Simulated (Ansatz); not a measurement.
# CdSe (zincblende type): optical response by level

How does CdSe (zincblende type) absorb light if electrons and holes don't interact? Plan: HSE06 for the gap; optics with PBE on 6×6×6; optics with r2SCAN on 6×6×6; optics with LDA on 6×6×6; optics with PBE and scissors to the HSE06 gap on 6×6×6.

Program: Ansatz 0.2.0. Level of theory: plane waves, PAW; no local fields, no excitons. These are calculated values, not measurements.

2 further runs of the same task are left out: 2 that didn't finish.

## 1. The starting structure

The structure is cubic, space group F-43m (No. 216). Conventional cell: a = 6.136 Å, b = 6.136 Å, c = 6.136 Å, α = 90.00°, β = 90.00°, γ = 90.00°. Cd (site symmetry -43m) has 4 Se at 2.66 Å as nearest neighbours. Se (site symmetry -43m) is surrounded by 4 Cd at 2.66 Å.

Structure file:

```cif
data_structure
_symmetry_space_group_name_H-M 'F-43m'
_symmetry_Int_Tables_number 216
_cell_length_a 6.1356
_cell_length_b 6.1356
_cell_length_c 6.1356
_cell_angle_alpha 90.000
_cell_angle_beta 90.000
_cell_angle_gamma 90.000
_cell_volume 230.97
loop_
_atom_site_label
_atom_site_type_symbol
_atom_site_symmetry_multiplicity
_atom_site_Wyckoff_symbol
_atom_site_fract_x
_atom_site_fract_y
_atom_site_fract_z
_atom_site_occupancy
Cd1 Cd 4 a 0.00000 0.00000 0.00000 1
Se1 Se 4 d 0.25000 0.25000 0.75000 1
```

The cell was relaxed beforehand with r2SCAN; those runs aren't shown.

## 2. A hybrid for the gap

The input, input.yaml:

```yaml
crystal:
  lattice:
    - [0.0, 3.0677809647, 3.0677809647]
    - [3.0677809647, 0.0, 3.0677809647]
    - [3.0677809647, 3.0677809647, 0.0]
  atoms:
    - { symbol: Cd, position: [0.0, 0.0, 0.0] }
    - { symbol: Se, position: [0.25, 0.25, 0.25] }
kpoints:
  mp_grid: { grid: [4, 4, 4] }
  band_path:
    path:
      - [0.0, 0.0, 0.0]
      - [-0.5, -0.5, 0.0]
      - [-0.375, -0.375, 0.25]
      - [-0.375, 0.0, 0.375]
      - [0.0, 0.0, 0.5]
      - [-0.5, -0.25, 0.25]
    npoints: 1
hamiltonian:
  xc: hse06
scf:
  occupations: { method: fixed }
  n_extra_bands: 4
output:
  forces: true
  stress: true
  eigenvalues: true
```

The run is started by

```sh
ansatz run input.yaml --threads 4 --pin off --max-ram 3686MiB --backend cpu --events-out ev --progress --plain --runs-dir out
```

Log, shortened:

```text
Warning: output.stress: scf.convergence.dr2_threshold = 1e-7 eV (the SCF's general default) is looser than the 2e-10 eV advised for a printed stress (1e-10 eV for each atom of the cell: 2). What an SCF threshold leaves in a stress goes as its square root, and in the free energy as the [...]
Warning: output.stress: scf.exx.energy_threshold = 1e-6 eV is looser than the 2e-8 eV advised for a stress under a hybrid functional (1e-8 eV for each atom of the cell: 2). Every SCF of the exchange loop can meet its threshold on dr2 while the loop round them stops early: no threshold on [...]
Warning: RAYON_NUM_THREADS=4 ignored (pool sized by the plan → 4); use --threads N
scf.n_extra_bands = 4 over 18 filled bands (N_el = 36.0): the run solves 22 bands
[...]
Pseudopotentials: kind: paw
Pseudopotential: Cd, paw, valence charge 20, recommended cutoff 420 eV (normal), Cd.paw.azcp
Pseudopotential: Se, paw, valence charge 16, recommended cutoff 420 eV (normal), Se.paw.azcp
Functional definition: HSE06
[...]
davidson cushion auto → on  (no smearing: the cushion is to keep the highest requested band from converging to the state above it; pin scf.eigensolver.cushion to override)
Crystal: 2 atoms, lattice volume = 57.743 Å³
Basis set: ecut = 420 eV, 1139 PW (Γ), exchange–correlation on 60×60×60 points (8 copies of the dense FFT grid, shifted against one another)
Bands: 22, of which v1, the nominal top of the filled ones, is band 18 counted from 1 (17 counted from 0)
Symmetry: 24 space group operations
Space group: F-43m (ITA 216), of the structure as read, at distance tolerance 3.9e-5 Å
k-points: 8 of 64 (time reversal used)
[...]
SCF iter   1: F=—  HF=-13724.740960 eV  |F-HF|=—  |Δ(HF+E_count)|=         —  Δρ=8.27e-4  dr2=2.91e-4  ethr=1.77e-3  ⟨swp⟩=7.6  Hψ=758  notcnv=0
[...]
SCF 1 stopped early in 2 iterations: F = -13724.741110 eV  dr2 = 1.51e-5
[...]
Frozen-core exchange: fock
[...]
SCF 2 stopped early in 7 iterations: F = -13730.101892 eV  dr2 = 4.71e-7
hybrid outer 1: dexx = +9.769e-3 eV, tail = 6.14e-5 eV
[...]
Frozen-core exchange: fock
[...]
SCF iter   4: F=-13730.102121 eV  HF=-13730.102121 eV  |F-HF|=5.54e-9  |Δ(HF+E_count)|=   2.17e-7  Δρ=1.56e-6  dr2=9.06e-10  ethr=2.38e-11  ⟨swp⟩=4.1  Hψ=638  notcnv=0
[...]
hybrid outer 2: dexx = +4.058e-7 eV, tail = 4.64e-8 eV, Δε = 2.19e-3 eV (about 9.44e-5 eV left of the loop's levels)
NSCF: frozen V_eff on 6 k-points
hybrid SCF converged: 2 outer / 11 inner (+2 warm-up), last move |dexx| = 4.06e-7 eV, tail = 4.64e-8 eV
Stability not checked: this state was not tested for a lower state beside it, because the functional holds exact exchange (a hybrid, or Hartree-Fock), whose exchange loop this test does not read (fock_operator; see scf.lower_state_search)
Free energy (F): -13730.102121 eV
Frozen-core exchange: fock
[...]
E sigma→0 (E₀):  -13730.102121 eV
Fermi energy:    6.541961 eV
[...]
--- Forces (eV/Å), atoms counted from 1 ---
  atom   1  Cd     0.00000000    -0.00000000    -0.00000000
  atom   2  Se    -0.00000000     0.00000000     0.00000000
[...]
--- Stress (GPa, compression-positive) ---
        0.367906      -0.000000      -0.000000
        0.000000       0.367906       0.000000
       -0.000000       0.000000       0.367906
  P = ⅓ Tr σ = 0.3679 GPa (3.679 kbar)
--- Band table (eV; the first three rows and the last of 8) ---
  k-point 0: bands = ["-100.1734", "-59.9023", "-59.9023", "-59.9023", "-43.6189", "-43.6189", "-43.6189", "-43.6153", "-43.6153", "-6.9758", "-2.5732", "-2.5732", "-2.5732", "-2.2239", "-2.2239", "6.5420", "6.5420", "6.5420", "8.0406", "13.5075", "13.5075", "13.5075"]
[...]
```

It took 27 s on 4 threads of Arm Neoverse N1, shared host; peak memory 0.85 GiB.

HSE06 puts the least direct gap over the mesh and the named points at 1.499 eV, and the least gap at 1.499 eV.

## 3. Optics, PBE

The input, input.yaml:

```yaml
crystal:
  lattice:
    - [0.0, 3.0677809647, 3.0677809647]
    - [3.0677809647, 0.0, 3.0677809647]
    - [3.0677809647, 3.0677809647, 0.0]
  atoms:
    - { symbol: Cd, position: [0.0, 0.0, 0.0] }
    - { symbol: Se, position: [0.25, 0.25, 0.25] }
kpoints:
  mp_grid: { grid: [6, 6, 6] }
hamiltonian:
  xc: pbe
scf:
  occupations: { method: fixed }
output:
  optics: { e_range: [0, 12], de: 0.05, sigma: 0.1, bands: auto }
```

The run is started by

```sh
ansatz run input.yaml --threads 4 --pin off --max-ram 3686MiB --backend cpu --events-out ev --progress --plain --runs-dir out
```

Log:

```text
Warning: RAYON_NUM_THREADS=4 ignored (pool sized by the plan → 4); use --threads N
Engine: ansatz 0.2.0, aarch64-unknown-linux-gnu
Pseudopotentials: kind: paw
Pseudopotential: Cd, paw, valence charge 20, recommended cutoff 420 eV (normal), Cd.paw.azcp
Pseudopotential: Se, paw, valence charge 16, recommended cutoff 420 eV (normal), Se.paw.azcp
Functional definition: PBE
  parameter kappa = 0.804
  parameter beta = 0.06672455060314922
  exchange = pbe_x(kappa = kappa, mu = beta*pi^2/3)
  correlation = pbe_c(beta = beta)
Crystal: 2 atoms, lattice volume = 57.743 Å³
Basis set: ecut = 420 eV, 1139 PW (Γ)
Bands: 22, of which v1, the nominal top of the filled ones, is band 18 counted from 1 (17 counted from 0)
Symmetry: 24 space group operations
Space group: F-43m (ITA 216), of the structure as read, at distance tolerance 3.9e-5 Å
k-points: 16 of 216 (time reversal used)
Non-local potential: Cd, projectors of the file, l = 0: 3, l = 1: 2, l = 2: 2, l = 3: 1
Non-local potential: Se, projectors of the file, l = 0: 2, l = 1: 2, l = 2: 3, l = 3: 1
PAW form: soft (Blöchl's): semilocal exchange-correlation on the pseudo side does not see the compensation charge
PAW one-centre angular grid: Cd, 590 points (default); XC on 64 Gauss nodes
PAW one-centre angular grid: Se, 590 points (default); XC on 64 Gauss nodes
Initial density: superposition of atomic densities (neutral atoms: chi_scale 0, normalization atom), corrected by the library's trained network
Initial wavefunctions: pseudopotential atomic-orbital guess
Functional: x = pbe(κ = 0.804, μ = 0.2195149727645171), c = pbe(β = 0.06672455060314922)
SCF iter   1: F=—  HF=-13724.784437 eV  |F-HF|=—  |Δ(HF+E_count)|=         —  Δρ=9.29e-4  dr2=1.06e-3  ethr=1.77e-3  ⟨swp⟩=4.8  Hψ=1291  notcnv=0  defer=28
preconditioner: auto → none  [insulator: Δε(μ)=0.541 eV  Ē_g=12.040 eV  n_scr=14 (ndim 8)  ℏωp=20.7 eV  f_vac=0.214  ε∞_Penn≈4.0]
SCF iter   2: F=—  HF=-13724.784870 eV  |F-HF|=—  |Δ(HF+E_count)|=   4.33e-4  Δρ=3.60e-4  dr2=6.36e-5  ethr=2.95e-6  ⟨swp⟩=2.0  Hψ=661  notcnv=0  defer=27
SCF iter   3: F=—  HF=-13724.784914 eV  |F-HF|=—  |Δ(HF+E_count)|=   4.42e-5  Δρ=1.48e-4  dr2=1.21e-5  ethr=1.77e-7  ⟨swp⟩=2.0  Hψ=656  notcnv=0  defer=27
SCF iter   4: F=—  HF=-13724.784923 eV  |F-HF|=—  |Δ(HF+E_count)|=   9.21e-6  Δρ=6.68e-5  dr2=2.85e-6  ethr=3.37e-8  ⟨swp⟩=2.0  Hψ=495  notcnv=0  defer=4
SCF iter   5: F=—  HF=-13724.784951 eV  |F-HF|=—  |Δ(HF+E_count)|=   2.75e-5  Δρ=1.70e-5  dr2=1.59e-7  ethr=7.92e-9  ⟨swp⟩=2.0  Hψ=496  notcnv=0
SCF iter   6: F=—  HF=-13724.784951 eV  |F-HF|=—  |Δ(HF+E_count)|=   4.62e-7  Δρ=3.19e-6  dr2=5.03e-9  ethr=4.43e-10  ⟨swp⟩=2.0  Hψ=575  notcnv=0  defer=2
SCF iter   7: F=—  HF=-13724.784951 eV  |F-HF|=—  |Δ(HF+E_count)|=   1.57e-8  Δρ=4.02e-7  dr2=1.01e-10  ethr=1.40e-11  ⟨swp⟩=2.0  Hψ=576  notcnv=0  defer=2
SCF iter   8: F=-13724.784951 eV  HF=-13724.784951 eV  |F-HF|=5.46e-12  |Δ(HF+E_count)|=  2.55e-11  Δρ=6.35e-8  dr2=1.73e-12  ethr=1.00e-12  ⟨swp⟩=5.1  Hψ=1272  notcnv=0
SCF 1 converged in 8 iterations: F = -13724.784951 eV  dr2 = 1.73e-12
NSCF: frozen V_eff on 16 k-points
Optics k sum: 0 of 16 k-points
[...]
NSCF: frozen V_eff on 1 k-points
NSCF: frozen V_eff on 1 k-points
output.optics: what the bands over the 77 summed would add to eps1, eps2 and the energy-loss function is held between a lower and an upper bound (3 Lanczos steps). eps1, eps2 and their loss function (loss_summed_bands) are given on every row as the summed bands alone make them. Along an axis, on a row where the two bounds hold the loss function to about 1 % of the greater of itself and 0.5 % of |1/eps|, its cell (loss_completed) is given, with the completed eps1 and eps2 that it is formed of (a cell that is left empty reads nan in the table and null in the record). The two bounds hold it so along every axis on all 241 rows up to 12.000 eV. The run works to bound the rows up to 38.639 eV and no higher ones: a peak of the loss function over that energy may be left empty with no warning. To have the run work for it, set output.optics.bands.spectra_wanted_up_to to a higher energy. perfect_screening_sum, loss_f_sum_n_eff and, beside carriers, perfect_screening_limit are those of loss_summed_bands: over the bounded function the two sums would run over rows that are not all bounded, and lack what the bands left out lay past the top of the energy grid. Bounded is said of the bands left out alone, which are those that the basis at basis.ecutwfc holds: it says nothing of that cutoff, of the k-point mesh, of what the sum inside its cells errs by (eps2_relative_error), of the factors of all_electron_strengths, nor of how far the SCF is converged. The bands left out are taken at the k-points, and what their mean over the points' cells stands off that by is in neither bound: the run's estimate of it, which the test of a row counts in, is 0.02 % of |eps| at the most among the values given; where the mean stood off by over 0.5 % the points' spread read 0.1 to 3 times that
SCF converged after 8 iterations
Free energy (F): -13724.784951 eV
Harris-Foulkes:  -13724.784951 eV  (|F-HF|=5.46e-12)
Internal energy: -13724.784951 eV  (E = F + TS)
E sigma→0 (E₀):  -13724.784951 eV
Fermi energy:    7.108260 eV
--- Per-component energies (eV) ---
  E_band       = -901.083899
  E_kinetic    = 623.446485
  E_local      = -6436.216381  (includes V_loc(G=0)·N_el)
  E_nonlocal   = -562.256553
  E_hartree    = 3057.500260
  E_xc         = -280.877688
  E_vxc        = -319.699782  (∫ρ·V_xc dr)
  E_paw        = -5994.743025  (= ΣΔE_a)
  E_vpaw       = -321.357644  (= ΣTr[D̂ρ^β])
  E_aug_tail   = -0.000609  (compensation charges beyond the density's cutoff)
  E_ewald      = -4131.637439
  E_smearing   = -0.000000  (= −TS)
  E_closure    = 0.000000  (closes the sum)
  Σ components = -13724.784951   (vs F -13724.784951, Δ=0.00e0)
--- Band table (eV; the first three rows and the last of 16) ---
  k-point 0: bands = ["-94.4722", "-55.5412", "-55.5412", "-55.5412", "-39.4892", "-39.4892", "-39.4892", "-39.4861", "-39.4861", "-5.3394", "-0.7381", "-0.7381", "-0.7381", "-0.3910", "-0.3910", "7.1083", "7.1083", "7.1083", "7.6618", "13.0477", "13.0477", "13.0477"]
  k-point 1: bands = ["-94.4722", "-55.5413", "-55.5413", "-55.5413", "-39.4892", "-39.4892", "-39.4892", "-39.4861", "-39.4861", "-5.2528", "-0.7113", "-0.7113", "-0.6530", "-0.3917", "-0.3917", "5.4408", "6.9094", "6.9094", "8.9657", "12.7934", "13.3600", "13.3600"]
  k-point 2: bands = ["-94.4722", "-55.5414", "-55.5413", "-55.5413", "-39.4893", "-39.4892", "-39.4892", "-39.4861", "-39.4861", "-5.0769", "-0.6666", "-0.6666", "-0.3817", "-0.3817", "-0.3693", "3.6967", "6.5567", "6.5567", "9.4790", "13.6014", "13.6071", "13.6071"]
  k-point 15: bands = ["-94.4722", "-55.5415", "-55.5414", "-55.5413", "-39.4893", "-39.4892", "-39.4892", "-39.4861", "-39.4861", "-4.8782", "-0.5620", "-0.5462", "-0.4488", "-0.3652", "0.0333", "3.2218", "5.0666", "5.0894", "11.4940", "11.6670", "14.6125", "15.1099"]
```

It took 43 s on 4 threads of Arm Neoverse N1, shared host; peak memory 0.77 GiB.

From the head of optics.tsv:

```
# eps_inf(xx yy zz) = 8.292132 8.292132 8.292132
# eps_inf_bands = all
# eps_inf_summed_bands(xx yy zz) = 8.272030 8.272030 8.272030
# eps_inf_completed(xx yy zz) = 8.292132 8.292132 8.292132
# eps2_relative_error = 0.0023
# eps_inf_relative_error = 0.0038
# f_sum_n_eff(xx yy zz) = 21.735463 21.735463 21.735463 of n_electrons = 36.000000
# n_bands = 77
# n_bands_set_by = photon_energy
# valid_up_to_ev = 51.737885
# least_direct_gap_ev = 5.534957e-1 at k(fractional) = 0.000000 0.000000 0.000000, k_point = 0, channel = 0, bands = 17 18 (counted from 0)
```

The dielectric function from optics.tsv (isotropic), one row in 8 (narrow peaks fall between the rows):

```
E (eV)  ε₂ xx  ε₁ xx
  0.30   0.00   8.45
  0.70   1.27   9.13
  1.10   1.86   8.35
  1.50   2.07   8.10
  1.90   2.32   8.12
  2.30   2.72   8.41
  2.70   3.58   9.08
  3.10   7.29   8.83
  3.50   6.42   5.52
  3.90   5.44   5.08
  4.30   5.02   5.45
  4.70   5.39   6.74
  5.10  12.08   6.44
  5.50   9.25   1.02
  5.90   6.34  -0.24
  6.30   5.06   1.68
  6.70   8.39   0.24
  7.10   7.82  -0.36
  7.50   5.99  -2.76
  7.90   4.04  -3.30
  8.30   2.51  -2.39
  8.70   2.15  -1.85
  9.10   1.59  -1.30
  9.50   1.41  -0.80
  9.90   1.48  -0.67
 10.30   1.35  -0.36
 10.70   1.58  -0.43
 11.10   1.27  -0.46
 11.50   1.24  -0.51
 11.90   0.79  -0.33
```

Tallest peaks of ε₂: 12.5 at 5.15 eV, 8.9 at 6.65 eV, 8.0 at 7.15 eV.

## 4. Optics, r2SCAN

input.yaml: that of step 3 with these lines changed.

```diff
@@ -11,3 +11,3 @@
 hamiltonian:
-  xc: pbe
+  xc: r2scan
 scf:
```

The run is started by

```sh
ansatz run input.yaml --threads 4 --pin off --max-ram 3686MiB --backend cpu --events-out ev --progress --plain --runs-dir out
```

Log, shortened:

```text
Warning: RAYON_NUM_THREADS=4 ignored (pool sized by the plan → 4); use --threads N
[...]
Pseudopotentials: kind: paw
Pseudopotential: Cd, paw, valence charge 20, recommended cutoff 500 eV (meta_gga), Cd.paw.azcp
Pseudopotential: Se, paw, valence charge 16, recommended cutoff 500 eV (meta_gga), Se.paw.azcp
Functional definition: r2SCAN
[...]
Crystal: 2 atoms, lattice volume = 57.743 Å³
Basis set: ecut = 500 eV, 1459 PW (Γ), exchange–correlation on 128×128×128 points (64 copies of the dense FFT grid, shifted against one another)
Bands: 22, of which v1, the nominal top of the filled ones, is band 18 counted from 1 (17 counted from 0)
Symmetry: 24 space group operations
Space group: F-43m (ITA 216), of the structure as read, at distance tolerance 3.9e-5 Å
k-points: 16 of 216 (time reversal used)
[...]
SCF iter   1: F=—  HF=-13747.824787 eV  |F-HF|=—  |Δ(HF+E_count)|=         —  Δρ=5.19e-3  dr2=9.70e-3  dr2_τ=1.50e-2  ethr=1.77e-3  ⟨swp⟩=4.9  Hψ=1306  notcnv=0  defer=27
[...]
SCF iter   8: F=-13747.833280 eV  HF=-13747.833280 eV  |F-HF|=1.09e-11  |Δ(HF+E_count)|=  8.09e-10  Δρ=1.66e-7  dr2=9.82e-12  dr2_τ=1.64e-12  ethr=1.00e-12  ⟨swp⟩=3.3  Hψ=1483  notcnv=0
[...]
NSCF: frozen V_eff on 16 k-points
[...]
NSCF: frozen V_eff on 1 k-points
NSCF: frozen V_eff on 1 k-points
[...]
SCF converged after 8 iterations
Free energy (F): -13747.833280 eV
[...]
E sigma→0 (E₀):  -13747.833280 eV
Fermi energy:    6.808762 eV
[...]
--- Band table (eV; the first three rows and the last of 16) ---
  k-point 0: bands = ["-97.5545", "-57.7145", "-57.7145", "-57.7145", "-40.4864", "-40.4864", "-40.4864", "-40.4821", "-40.4821", "-6.0467", "-1.3097", "-1.3097", "-1.3097", "-0.9441", "-0.9441", "6.8088", "6.8088", "6.8088", "7.8446", "13.2955", "13.2955", "13.2955"]
[...]
```

It took 29 s on 4 threads of Arm Neoverse N1, shared host; peak memory 0.89 GiB.

From the head of optics.tsv:

```
# eps_inf(xx yy zz) = 6.706561 6.706561 6.706561
# eps_inf_bands = all
# eps_inf_summed_bands(xx yy zz) = 6.687222 6.687222 6.687222
# eps_inf_completed(xx yy zz) = 6.706561 6.706561 6.706561
# eps2_relative_error = 0.0028
# eps_inf_relative_error = 0.0038
# f_sum_n_eff(xx yy zz) = 22.690804 22.690804 22.690804 of n_electrons = 36.000000
# n_bands = 77
# n_bands_set_by = photon_energy
# valid_up_to_ev = 53.743084
# least_direct_gap_ev = 1.035790e0 at k(fractional) = 0.000000 0.000000 0.000000, k_point = 0, channel = 0, bands = 17 18 (counted from 0)
```

The dielectric function from optics.tsv (isotropic), one row in 15 (narrow peaks fall between the rows):

```
E (eV)  ε₂ xx  ε₁ xx
  0.80   0.00   7.11
  1.55   1.41   7.36
  2.30   1.83   7.29
  3.05   2.66   8.03
  3.80   6.11   6.13
  4.55   4.71   5.30
  5.30   7.15   8.58
  6.05   7.86   0.42
  6.80   5.11   2.60
  7.55   7.96   0.04
  8.30   4.13  -2.98
  9.05   2.19  -1.75
  9.80   1.43  -1.06
 10.55   1.27  -0.54
 11.30   1.49  -0.33
```

Tallest peaks of ε₂: 11.9 at 5.55 eV, 8.5 at 5.90 eV, 8.1 at 7.60 eV.

(Part 1 of 2 ends here.)
